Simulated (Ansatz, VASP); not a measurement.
**Two plane-wave programs on PbO**

POSCAR

```
PbO
1.0
    0.0000000000      2.7987768025      2.7987768025
    2.7987768025      0.0000000000      2.7987768025
    2.7987768025      2.7987768025      0.0000000000
Pb O
1 1
Direct
    0.0000000000      0.0000000000      0.0000000000
    0.2500000000      0.2500000000      0.2500000000
```

INCAR.step1

```
  PREC = Accurate
  ENCUT = 520
  EDIFF = 1E-5
  ISMEAR = 0
  SIGMA = 0.01
  LREAL = F
  LASPH = T
  NELM = 100
  ALGO = Normal
  ISIF = 2
  LWAVE = T
  LCHARG = F
  GGA = PE
  NBANDS = 17
```

File INCAR.step2:

```
  PREC = Accurate
  ENCUT = 520
  EDIFF = 1E-6
  ISMEAR = 0
  SIGMA = 0.01
  LREAL = F
  LASPH = T
  NELM = 100
  ALGO = Normal
  ISIF = 2
  LWAVE = F
  LCHARG = F
  GGA = PE
  LHFCALC = T
  HFSCREEN = 0.2079
  PRECFOCK = Normal
  ISTART = 1
  NBANDS = 17
```

KPOINTS

```
Automatic mesh
0
Gamma
  4 4 4
```

Input for Ansatz:

```yaml
crystal:
  lattice:
    - [0.0, 2.7987768025, 2.7987768025]
    - [2.7987768025, 0.0, 2.7987768025]
    - [2.7987768025, 2.7987768025, 0.0]
  atoms:
    - { symbol: Pb, position: [0.0, 0.0, 0.0] }
    - { symbol: O, position: [0.25, 0.25, 0.25] }
kpoints:
  mp_grid: { grid: [4, 4, 4] }
hamiltonian:
  xc: hse06
scf:
  occupations: { method: fixed }
  n_extra_bands: 4
output:
  forces: true
  stress: true
  eigenvalues: true
```

The cell was built by a generator and needn't be a form met in nature.

Alike in both runs: task single point; functional HSE06; k mesh 4 × 4 × 4; no spin polarisation.

```csv
,VASP,Ansatz
version,VASP 6.6.1,Ansatz 0.2.0
potentials or method,"VASP PAW PBE potentials, release 64 (Pb_d, O)","plane waves, PAW"
plane-wave cutoff (eV),520,420
occupations,"gaussian, width 0.01 eV",fixed
valence electrons in the cell,20,20
```

Ansatz gave:

| Quantity | Value |
| --- | --- |
| gap on the k mesh at the Fermi level (eV) | 1.05 |
| pressure (GPa) | 0.4 |

Problem. Which values does VASP return?

Solution. gap on the k mesh at the Fermi level (eV): 1.04; pressure (GPa): 0.4.

Ansatz warned: «stress_exchange_threshold_loose».

Caveats: the k mesh is coarse (spacing up to 0.49 Å⁻¹), so the values aren't converged, least of all with exact exchange; the PAW data sets were made with another functional, which shifts forces and pressure a little (VASP); spin-orbit coupling is left out, which as a rule narrows the gap of such compounds by several tenths of an eV. A k mesh can miss the band edges.
